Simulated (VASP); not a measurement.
# Te (P3_121) in VASP: band structure with PBE+D3(BJ)

Aim: the band structure of Te with PBE+D3(BJ).

Program: VASP 6.6.1. These are calculated values, not measurements. Logs are shortened: lines on timing, memory, paths and dates and some standing lists are left out, and cuts for length are marked.

### 1 The crystal as given

It takes space group P3_121 (No. 152, trigonal). The conventional cell has a = 4.506 Å, b = 4.506 Å, c = 5.835 Å, α = 90.00°, β = 90.00°, γ = 120.00°. Around Te (site symmetry 2) lie 2 Te at 2.84 Å.

### 2 Band structure, PBE+D3(BJ)

File POSCAR:

```
Te                                      
1.0
    4.5059266551      0.0000000000      0.0000000000
   -2.2529633276      3.9022469525      0.0000000000
    0.0000000000      0.0000000000      5.8353294812
  Te            
     3
Direct
     0.2659994672793715    0.0000000000000000    0.3333333300000021
     0.0000000000000000    0.2659994672793715    0.6666666699999979
     0.7340005327206285    0.7340005327206285    0.0000000000000000
```

File INCAR.step1:

```
SYSTEM = Te
PREC = Accurate
ENCUT = 520
EDIFF = 1E-7
ISMEAR = 0
SIGMA = 0.02
LREAL = .FALSE.
LASPH = .TRUE.
NELM = 80
ALGO = Normal
ISIF = 2
LWAVE = .FALSE.
LCHARG = .TRUE.
GGA = PE
IVDW = 12
NBANDS = 16
```

File KPOINTS.step1:

```
regular mesh
0
G
  3 3 2
  0 0 0
```

File INCAR.step2:

```
SYSTEM = Te
PREC = Accurate
ENCUT = 520
EDIFF = 1E-7
ISMEAR = 0
SIGMA = 0.05
LREAL = .FALSE.
LASPH = .TRUE.
NELM = 80
ALGO = Normal
ISIF = 2
LWAVE = .FALSE.
LCHARG = .FALSE.
GGA = PE
IVDW = 12
NBANDS = 16
ICHARG = 11
```

File KPOINTS.step2:

```
path GMKGALHA,LM,KH
15
line-mode
reciprocal
 0.0000000000  0.0000000000  0.0000000000  G
 0.5000000000  0.0000000000  0.0000000000  M

 0.5000000000  0.0000000000  0.0000000000  M
 0.3333333333  0.3333333333  0.0000000000  K

 0.3333333333  0.3333333333  0.0000000000  K
 0.0000000000  0.0000000000  0.0000000000  G

 0.0000000000  0.0000000000  0.0000000000  G
 0.0000000000  0.0000000000  0.5000000000  A

 0.0000000000  0.0000000000  0.5000000000  A
 0.5000000000  0.0000000000  0.5000000000  L

 0.5000000000  0.0000000000  0.5000000000  L
 0.3333333333  0.3333333333  0.5000000000  H

 0.3333333333  0.3333333333  0.5000000000  H
 0.0000000000  0.0000000000  0.5000000000  A

 0.5000000000  0.0000000000  0.5000000000  L
 0.5000000000  0.0000000000  0.0000000000  M

 0.3333333333  0.3333333333  0.0000000000  K
 0.3333333333  0.3333333333  0.5000000000  H
```

Potentials or basis: VASP PAW PBE potentials, release 64 (Te).

Started as:

```
cat potpaw_PBE.64/Te/POTCAR > POTCAR
cp INCAR.step1 INCAR
cp KPOINTS.step1 KPOINTS
mpirun -np 1 vasp_std > vasp.out
cp INCAR.step2 INCAR
cp KPOINTS.step2 KPOINTS
mpirun -np 1 vasp_std > vasp.out
```

OUTCAR:

```text
SYSTEM = Te
   PREC = Accurate
   ENCUT = 520
   EDIFF = 1E-7
   ISMEAR = 0
   LREAL = .FALSE.
   LASPH = .TRUE.
   NELM = 80
   ISIF = 2
   GGA = PE
   IVDW = 12
   ICHARG = 11
 IVDW          = 12

 ion  position               nearest neighbor table
   1  0.266  0.000  0.333-   3 2.84   2 2.84   3 3.49   3 3.49   2 3.49   2 3.49
   2  0.000  0.266  0.667-   3 2.84   1 2.84   3 3.49   3 3.49   1 3.49   1 3.49
   3  0.734  0.734  0.000-   1 2.84   2 2.84   1 3.49   2 3.49   2 3.49   1 3.49

  LATTYP: Found a hexagonal cell.
 ALAT       =     4.5059266551
 C/A-ratio  =     1.2950342799

  Lattice vectors:

 A1 = (   4.5059266551,   0.0000000000,   0.0000000000)
 A2 = (  -2.2529633276,   3.9022469525,   0.0000000000)
 A3 = (   0.0000000000,   0.0000000000,   5.8353294812)

Analysis of symmetry for initial positions (statically):
=====================================================================
 Subroutine PRICEL returns:
 Original cell was already a primitive cell.

 Routine SETGRP: Setting up the symmetry group for a
 hexagonal supercell.

 Subroutine GETGRP returns: Found  6 space group operations
 (whereof  2 operations were pure point group operations)
 out of a pool of 24 trial point group operations.

The static configuration has the point symmetry C_2 .
 The point group associated with its full space group is D_3 .

Analysis of symmetry for dynamics (positions and initial velocities):
=====================================================================
 Subroutine PRICEL returns:
 Original cell was already a primitive cell.

 Routine SETGRP: Setting up the symmetry group for a
 hexagonal supercell.

 Subroutine GETGRP returns: Found  6 space group operations
 (whereof  2 operations were pure point group operations)
 out of a pool of 24 trial point group operations.

The dynamic configuration has the point symmetry C_2 .
 The point group associated with its full space group is D_3 .

 Subroutine INISYM returns: Found  6 space group operations
 (whereof  2 operations are pure point group operations),
 and found     1 'primitive' translations

----------------------------------------------------------------------------------------

                                     Primitive cell

  volume of cell :     102.6040

  direct lattice vectors                    reciprocal lattice vectors
     4.505926655  0.000000000  0.000000000     0.221929933  0.128131306  0.000000000
    -2.252963328  3.902246953  0.000000000     0.000000000  0.256262613  0.000000000
     0.000000000  0.000000000  5.835329481     0.000000000  0.000000000  0.171369929

  length of vectors
     4.505926655  4.505926657  5.835329481     0.256262613  0.256262613  0.171369929

  position of ions in fractional coordinates (direct lattice)
     0.265999467  0.000000000  0.333333330
     0.000000000  0.265999467  0.666666670
     0.734000533  0.734000533  0.000000000

  ion indices of the primitive-cell ions
   primitive index   ion index
                 1           1
                 2           2
                 3           3

----------------------------------------------------------------------------------------

 KPOINTS: path GMKGALHA,LM,KH

Interpolating k-points between supplied coordinates.

 Line segments in fractional coordinates (reciprocal lattice):
    0.000000  0.000000  0.000000  ...  0.500000  0.000000  0.000000
    0.500000  0.000000  0.000000  ...  0.333333  0.333333  0.000000
    0.333333  0.333333  0.000000  ...  0.000000  0.000000  0.000000
    0.000000  0.000000  0.000000  ...  0.000000  0.000000  0.500000
    0.000000  0.000000  0.500000  ...  0.500000  0.000000  0.500000
    0.500000  0.000000  0.500000  ...  0.333333  0.333333  0.500000
    0.333333  0.333333  0.500000  ...  0.000000  0.000000  0.500000
    0.500000  0.000000  0.500000  ...  0.500000  0.000000  0.000000
    0.333333  0.333333  0.000000  ...  0.333333  0.333333  0.500000

 Generated    15 points on each line segment, for a total of    135 k-points:

 Following reciprocal coordinates:
            Coordinates               Weight
  0.000000  0.000000  0.000000      0.007407
  0.035714  0.000000  0.000000      0.007407
  0.071429  0.000000  0.000000      0.007407
  0.107143  0.000000  0.000000      0.007407
  0.142857  0.000000  0.000000      0.007407
  0.178571  0.000000  0.000000      0.007407
[... 16 lines left out ...]
  0.416667  0.166667  0.000000      0.007407
  0.404762  0.190476  0.000000      0.007407
 [... further k-points ...]
   k-points           NKPTS =    135   k-points in BZ     NKDIM =    135   number of bands    NBANDS=     16
   number of dos      NEDOS =    301   number of ions     NIONS =      3
   total plane-waves  NPLWV =  62208
   dimension x,y,z NGX =    36 NGY =   36 NGZ =   48
   dimension x,y,z NGXF=    72 NGYF=   72 NGZF=   96
   ions per type =               3
   NGX,Y,Z   is equivalent  to a cutoff of  13.28, 13.28, 13.67 a.u.
   NGXF,Y,Z  is equivalent  to a cutoff of  26.56, 26.56, 27.35 a.u.
 SYSTEM =  Te
   PREC   = accura    normal or accurate (medium, high low for compatibility)
   ISTART =      0    job   : 0-new  1-cont  2-samecut
   ICHARG =     11    charge: 1-file 2-atom 10-const
   ISPIN  =      1    spin polarized calculation?
   LNONCOLLINEAR =      F non collinear calculations
   LSORBIT =      F    spin-orbit coupling
   LASPH  =      T    aspherical Exc in radial PAW
   ENCUT  =  520.0 eV  38.22 Ry    6.18 a.u.   8.38  8.38 10.85*2*pi/ulx,y,z
   NELM   =     80;   NELMIN=  2; NELMDL=  0     # of ELM steps
   EDIFF  = 0.1E-06   stopping-criterion for ELM
   LREAL  =      F    real-space projection
   EDIFFG = 0.1E-05   stopping-criterion for IOM
   NSW    =      0    number of steps for IOM
   IBRION =     -1    ionic relax: 0-MD 1-quasi-New 2-CG
   NFREE  =      0    steps in history (QN), initial steepest desc. (CG)
   ISIF   =      2    stress and relaxation
   ISYM   =      2    0-nonsym 1-usesym 2-fastsym
   POTIM  = 0.5000    time-step for ionic-motion
   TEBEG  =    0.0;   TEEND  =   0.0 temperature during run
   PSTRESS=    0.0 pullay stress
   NELECT =      18.0000    total number of electrons
   NUPDOWN=      -1.0000    fix difference up-down
   EMIN   =  10.00;   EMAX   =-10.00  energy-range for DOS
   EFERMI =   0.00;   METHOD = LEGACY
   ISMEAR =     0;   SIGMA  =   0.05  broadening in eV -4-tet -1-fermi 0-gaus
   EFERMI_NEDOS =   21; number of points for ismear=-14 and -15
   IALGO  =     38    algorithm
   IMIX   =      4    mixing-type and parameters
     AMIX     =   0.40;   BMIX     =  1.00
     AMIX_MAG =   1.60;   BMIX_MAG =  1.00
  volume/ion in A,a.u.               =      34.20       230.80
  Fermi-wavevector in a.u.,A,eV,Ry     =   0.916455  1.731848 11.427382  0.839889
  Thomas-Fermi vector in A             =   2.041312
   LORBIT       =      0    0 simple, 1 ext, 2 COOP (PROOUT), +10 PAW based schemes
   GGA     = PE    functional components
   LHFCALC =     F    Hartree Fock is set to
   AEXX    =    0.0000 exact exchange contribution
   IVDW    =    12    specifies the selected vdW correction
   LEPSILON=     F    determine dielectric tensor
   LRPA    =     F    only Hartree local field effects (RPA)
 non-spin polarized calculation
 Gauss-broadening in eV      SIGMA  =   0.05
  energy-cutoff  :      520.00
  volume of cell :      102.60
 maximum number of plane-waves:      2806
 NGX is ok and might be reduce to    36

 number of electron      18.0000000 magnetization

 Free energy of the ion-electron system (eV)
  ---------------------------------------------------
  ext. energy  EPLUGINS =         0.00000000
  ---------------------------------------------------
  free energy    TOTEN  =        -8.78687629 eV

  energy without entropy =       -8.78687498  energy(sigma->0) =       -8.78687563

 E-fermi :   6.0477     XC(G=0):  -9.0154

 val. band max:        5.9170737645   @ k =   0.3571   0.2857   0.5000
 cond. band min:       6.1788339217   @ k =   0.3333   0.3333   0.5000
 fundamental gap:      0.2617601572
 Fermi energy:         6.0476787085

 k-point     1 :       0.0000    0.0000    0.0000
  band No.  band energies     occupation
      1      -7.7509      2.00000
      2      -4.3909      2.00000
      3      -4.3909      2.00000
      4       2.6807      2.00000
      5       3.0335      2.00000
      6       3.0335      2.00000
[... 8 lines left out ...]
     15      11.7760      0.00000
     16      12.1576      0.00000

 k-point     2 :       0.0357    0.0000    0.0000
  band No.  band energies     occupation
      1      -7.7426      2.00000
      2      -4.3939      2.00000
      3      -4.3890      2.00000
      4       2.6061      2.00000
      5       2.9671      2.00000
      6       3.0126      2.00000
[... 8 lines left out ...]
     15      11.8059      0.00000
     16      12.1359      0.00000

 k-point     3 :       0.0714    0.0000    0.0000
  band No.  band energies     occupation
      1      -7.7178      2.00000
      2      -4.4031      2.00000
      3      -4.3831      2.00000
      4       2.4100      2.00000
      5       2.8240      2.00000
      6       2.9536      2.00000
[... 8 lines left out ...]
     15      11.8651      0.00000
     16      12.1366      0.00000

 k-point     4 :       0.1071    0.0000    0.0000
  band No.  band energies     occupation
      1      -7.6768      2.00000
      2      -4.4201      2.00000
      3      -4.3734      2.00000
      4       2.1559      2.00000
      5       2.6577      2.00000
      6       2.8659      2.00000
[... 8 lines left out ...]
     15      11.8979      0.00000
     16      12.1728      0.00000

 k-point     5 :       0.1429    0.0000    0.0000
  band No.  band energies     occupation
      1      -7.6203      2.00000
      2      -4.4467      2.00000
      3      -4.3602      2.00000
      4       1.8945      2.00000
      5       2.4840      2.00000
      6       2.7604      2.00000
[... 8 lines left out ...]
     15      11.9224      0.00000
     16      12.2848      0.00000

 k-point     6 :       0.1786    0.0000    0.0000
  band No.  band energies     occupation
      1      -7.5492      2.00000
      2      -4.4852      2.00000
      3      -4.3439      2.00000
      4       1.6530      2.00000
      5       2.3109      2.00000
      6       2.6472      2.00000
[... 8 lines left out ...]
     15      11.9723      0.00000
     16      12.4786      0.00000
[... 267 lines left out ...]
 k-point    21 :       0.4405    0.1190    0.0000
  band No.  band energies     occupation
      1      -6.7337      2.00000
      2      -5.0907      2.00000
      3      -4.3087      2.00000
      4       1.1317      2.00000
      5       1.4367      2.00000
      6       2.3733      2.00000
[... 8 lines left out ...]
     15      13.3963      0.00000
     16      14.6991      0.00000

 k-point    22 :       0.4286    0.1429    0.0000
  band No.  band energies     occupation
      1      -6.7183      2.00000
      2      -5.0681      2.00000
      3      -4.3522      2.00000
      4       1.1599      2.00000
      5       1.4255      2.00000
      6       2.4148      2.00000
[... 8 lines left out ...]
     15      13.1721      0.00000
     16      14.5819      0.00000

 k-point    23 :       0.4167    0.1667    0.0000
  band No.  band energies     occupation
      1      -6.7012      2.00000
      2      -5.0418      2.00000
      3      -4.4011      2.00000
      4       1.1916      2.00000
      5       1.4155      2.00000
      6       2.4619      2.00000
[... 8 lines left out ...]
     15      12.9537      0.00000
     16      14.4796      0.00000

 k-point    24 :       0.4048    0.1905    0.0000
  band No.  band energies     occupation
      1      -6.6831      2.00000
      2      -5.0121      2.00000
      3      -4.4545      2.00000
      4       1.2257      2.00000
      5       1.4073      2.00000
      6       2.5139      2.00000
[... 8 lines left out ...]
     15      12.7423      0.00000
     16      14.3859      0.00000

 [... further k-points ...]

------------------------ aborting loop because EDIFF is reached ----------------------------------------

 Edisp (eV)   -1.27919

 E8    (eV) :    -0.5872

  FORCE on cell =-STRESS in cart. coord.  units (eV):
  Direction    XX          YY          ZZ          XY          YZ          ZX
  --------------------------------------------------------------------------------------
  -------------------------------------------------------------------------------------
  Total       1.64742     1.64742    -0.06714    -0.00000     0.00000     0.00000
  in kB      25.72468    25.72468    -1.04847    -0.00000     0.00000     0.00000
  external pressure =       16.80 kB  Pullay stress =        0.00 kB

 VOLUME and BASIS-vectors are now :
 -----------------------------------------------------------------------------
  energy-cutoff  :      520.00
  volume of cell :      102.60
      direct lattice vectors                 reciprocal lattice vectors
     4.505926655  0.000000000  0.000000000     0.221929933  0.128131306  0.000000000
    -2.252963328  3.902246953  0.000000000     0.000000000  0.256262613  0.000000000
     0.000000000  0.000000000  5.835329481     0.000000000  0.000000000  0.171369929

 POSITION                                       TOTAL-FORCE (eV/Angst)
 -----------------------------------------------------------------------------------
      1.19857      0.00000      1.94511         0.015594      0.000000     -0.000000
     -0.59929      1.03800      3.89022        -0.007797      0.013505      0.000000
      1.65368      2.86425      0.00000        -0.007797     -0.013505     -0.000000
 -----------------------------------------------------------------------------------
    total drift:                               -0.000005     -0.000017      0.000000

  FREE ENERGIE OF THE ION-ELECTRON SYSTEM (eV)
  ---------------------------------------------------
  free  energy   TOTEN  =       -10.0660616347 eV

  energy  without entropy=      -10.0660603267  energy(sigma->0) =      -10.06606098
```

Wall time 50 s (1 thread of Intel Xeon 6975P-C (Granite Rapids), shared host); peak memory 0.34 GiB.

Results:

* Band gap on the k mesh: 0.29 eV, direct
* Band gap along the path: 0.26 eV, indirect (least direct gap 0.29 eV)
* Dispersion energy per atom: -0.426 eV

Levels at the corners of the path, in eV from the valence-band top:
| point | band 5 | band 6 | band 7 | band 8 | band 9 | band 10 | band 11 | band 12 | band 13 | band 14 |
| --- | --- | --- | --- | --- | --- | --- | --- | --- | --- | --- |
| Γ | -2.88 | -2.88 | -1.77 | -1.77 | -0.89 | 1.00 | 1.00 | 1.48 | 4.94 | 4.94 |
| M | -4.44 | -3.65 | -3.45 | -1.13 | -0.88 | 0.87 | 0.94 | 2.96 | 3.74 | 7.11 |
| M | -4.44 | -3.65 | -3.45 | -1.13 | -0.88 | 0.87 | 0.94 | 2.96 | 3.74 | 7.11 |
| K | -4.53 | -3.06 | -3.06 | -2.93 | -2.63 | 2.81 | 2.81 | 3.13 | 4.67 | 5.72 |
| K | -4.53 | -3.06 | -3.06 | -2.93 | -2.63 | 2.81 | 2.81 | 3.13 | 4.67 | 5.72 |
| Γ | -2.88 | -2.88 | -1.77 | -1.77 | -0.89 | 1.00 | 1.00 | 1.48 | 4.94 | 4.94 |
| Γ | -2.88 | -2.88 | -1.77 | -1.77 | -0.89 | 1.00 | 1.00 | 1.48 | 4.94 | 4.94 |
| A | -2.80 | -2.80 | -1.40 | -1.18 | -1.18 | 0.41 | 0.41 | 0.45 | 4.06 | 5.14 |
| A | -2.80 | -2.80 | -1.40 | -1.18 | -1.18 | 0.41 | 0.41 | 0.45 | 4.06 | 5.14 |
| L | -3.76 | -3.72 | -2.48 | -2.10 | -0.15 | 0.86 | 1.98 | 2.48 | 4.59 | 5.36 |
| L | -3.76 | -3.72 | -2.48 | -2.10 | -0.15 | 0.86 | 1.98 | 2.48 | 4.59 | 5.36 |
| H | -5.03 | -5.03 | -0.97 | -0.03 | -0.03 | 0.26 | 1.40 | 1.40 | 5.75 | 6.46 |
| H | -5.03 | -5.03 | -0.97 | -0.03 | -0.03 | 0.26 | 1.40 | 1.40 | 5.75 | 6.46 |
| A | -2.80 | -2.80 | -1.40 | -1.18 | -1.18 | 0.41 | 0.41 | 0.45 | 4.06 | 5.14 |
| L | -3.76 | -3.72 | -2.48 | -2.10 | -0.15 | 0.86 | 1.98 | 2.48 | 4.59 | 5.36 |
| M | -4.44 | -3.65 | -3.45 | -1.13 | -0.88 | 0.87 | 0.94 | 2.96 | 3.74 | 7.11 |
| K | -4.53 | -3.06 | -3.06 | -2.93 | -2.63 | 2.81 | 2.81 | 3.13 | 4.67 | 5.72 |
| H | -5.03 | -5.03 | -0.97 | -0.03 | -0.03 | 0.26 | 1.40 | 1.40 | 5.75 | 6.46 |

Caveat: the k mesh is coarse (spacing up to 0.54 Å⁻¹), so the values aren't converged; the log is that of the step along the path at fixed density, whose energy, stress, charges and moments have no meaning; spin-orbit coupling is left out, which moves the levels of the heavy elements.
